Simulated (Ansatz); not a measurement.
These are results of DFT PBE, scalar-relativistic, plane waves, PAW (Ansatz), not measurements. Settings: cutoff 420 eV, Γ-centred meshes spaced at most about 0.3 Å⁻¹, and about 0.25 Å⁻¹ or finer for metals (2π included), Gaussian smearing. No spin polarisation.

Each guess is relaxed in cell and atoms at zero pressure, on a coarse mesh first where it starts far from rest and then on a converged one. The steps can't lower the symmetry of the start, but it can rise. Energies are static (0 K, no zero-point motion).

Two unrelaxed guesses for Cd4Te:

A.

```
Cd Te
1.0
     5.36130    0.00000    0.00000
     0.00000    5.36130    0.00000
     0.00000    0.00000    5.36130
Cd Te
4 1
Direct
  0.00000 0.50000 0.50000
  0.50000 0.00000 0.50000
  0.50000 0.50000 0.00000
  0.00000 0.00000 0.00000
  0.50000 0.50000 0.50000
```

B.

```
Cd Te
1.0
     4.95810    0.00000    0.00000
     0.00000    4.95810    0.00000
     0.00000    0.00000    4.95810
Cd Te
4 1
Direct
  0.50000 0.50000 0.50000
  0.00000 0.50000 0.50000
  0.50000 0.00000 0.50000
  0.50000 0.50000 0.00000
  0.00000 0.00000 0.00000
```

Question: Do they relax into the same structure? If not, which is lower?

Answer: No. B ends lower, by 90 meV/atom. A: Pm-3m at 30.8 Å³/atom → Pm-3m at 39.4 Å³/atom; B: Pm-3m at 24.4 Å³/atom → Pm-3m at 32.1 Å³/atom. Counting Cd atoms around Te (those within 1.25 times the shortest such distance or 1.15 times the sum of covalent radii; a plus sign parts nearer from farther groups; the shortest distance is added where it is long for a bond), the end of A has Te 6 and the end of B has Te 12+8 from 3.8 Å. End of A. Conventional cell: a = 5.818 Å. Around Cd on a site of symmetry 4/mmm lie 2 Te at 2.91 Å and 12 Cd at 4.11 Å; Cd on a site of symmetry m-3m is surrounded by 12 Cd at 4.11 Å (long contacts); Te is surrounded by 6 Cd at 2.91 Å. End of B. Conventional cell: a = 5.437 Å. Cd on a site of symmetry m-3m has 6 Cd at 2.72 Å; Cd on a site of symmetry 4/mmm has 2 Cd at 2.72 Å, 4 Te at 3.84 Å and 8 Cd at 3.84 Å; around Te lie 12 Cd at 3.84 Å and 8 Cd at 4.71 Å.

Ends held by symmetry can be saddle points. Neither end is the lowest form computed: that has Cd and Te ordered on fcc sites, space group I4/m (No. 87) and lies 225 meV/atom below the better end. Even the lowest of the cells shown lies +0.28 eV/atom against the elements. Spin–orbit coupling, which can matter for Te, is left out. Some types were kept out of the candidates beforehand, so the set may lack a known form.
